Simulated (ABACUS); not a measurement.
The system is SiO2.

```
Si O
1.0
    -2.62334    4.77675    4.44167
     2.62334   -4.77675    4.44167
     2.62334    4.77675   -4.44167
Si O
4 8
Direct
  0.26034 0.84494 0.41540
  0.07045 0.15506 0.91540
  0.73966 0.15506 0.58460
  0.92955 0.84494 0.08460
  0.50000 0.00000 0.50000
  0.00000 0.00000 0.00000
  0.79318 0.00000 0.29318
  0.20682 0.50000 0.20682
  0.20682 0.00000 0.70682
  0.79318 0.50000 0.79318
  0.86931 0.11931 0.75000
  0.13069 0.88069 0.25000
```

The cell comes from a database or a generator and needn't be the stable form of this composition.

| Quantity | Value |
| --- | --- |
| Program | ABACUS 3.10.1 |
| Task | relaxation of cell and atoms |
| Functional | PBE |
| Potentials or basis | PseudoDojo NC SR 0.4.1 PBE standard |
| Cutoff | 1361 eV |
| Density cutoff | 5442 eV |
| Basis | DZP LCAO (the cutoffs set its grid) |
| k mesh | 4 × 4 × 4 |
| Occupations | fermi-dirac, width 0.05 eV |
| Spin | no spin polarisation |

At the start: pressure 6.3 GPa; volume 18.55 Å³/atom.

Q: Where does the relaxation end?

A: Over 14 steps the energy falls by 21.8 meV/atom and the volume is 19.28 Å³/atom (+3.9 %); space group Imma (No. 74, to 0.05 Å).

The path:
```csv
step,energy change (eV),largest force (eV/Å),pressure (GPa),volume (Å³)
1,0.0000,0.7923,6.34,222.64
2,0.1672,0.8686,-7.12,248.08
3,-0.2454,0.2324,-0.28,233.25
4,-0.2454,0.2324,-0.28,233.25
5,-0.2501,0.3937,-0.49,233.13
6,-0.2526,0.1892,-0.42,233.17
7,-0.2595,0.0848,0.08,231.67
8,-0.2595,0.0847,0.08,231.66
9,-0.2601,0.1272,-0.01,231.64
10,-0.2603,0.0692,0.02,231.65
11,-0.2609,0.0436,-0.04,231.68
12,-0.2615,0.0136,-0.17,231.74
13,-0.2618,0.0088,-0.06,231.48
14,-0.2619,0.0074,0.00,231.36
```

Final structure:
```yaml
crystal:
  lattice:
    - [-2.65125, 4.84505, 4.50274]
    - [2.65125, -4.84505, 4.50274]
    - [2.65125, 4.84505, -4.50274]
  atoms:
    - { symbol: Si, position: [0.25936, 0.84464, 0.41472] }
    - { symbol: Si, position: [0.07008, 0.15536, 0.91472] }
    - { symbol: Si, position: [0.74064, 0.15536, 0.58528] }
    - { symbol: Si, position: [0.92992, 0.84464, 0.08528] }
    - { symbol: O, position: [0.50000, 0.00000, 0.50000] }
    - { symbol: O, position: [0.00000, 0.00000, 0.00000] }
    - { symbol: O, position: [0.78936, 0.00000, 0.28936] }
    - { symbol: O, position: [0.21064, 0.50000, 0.21064] }
    - { symbol: O, position: [0.21064, 0.00000, 0.71064] }
    - { symbol: O, position: [0.78936, 0.50000, 0.78936] }
    - { symbol: O, position: [0.86412, 0.11412, 0.75000] }
    - { symbol: O, position: [0.13588, 0.88588, 0.25000] }
```

Caveat: the atomic orbitals were generated for these runs and aren't a published set; the basis of atomic orbitals isn't converged, which shifts pressures, moduli and gaps.
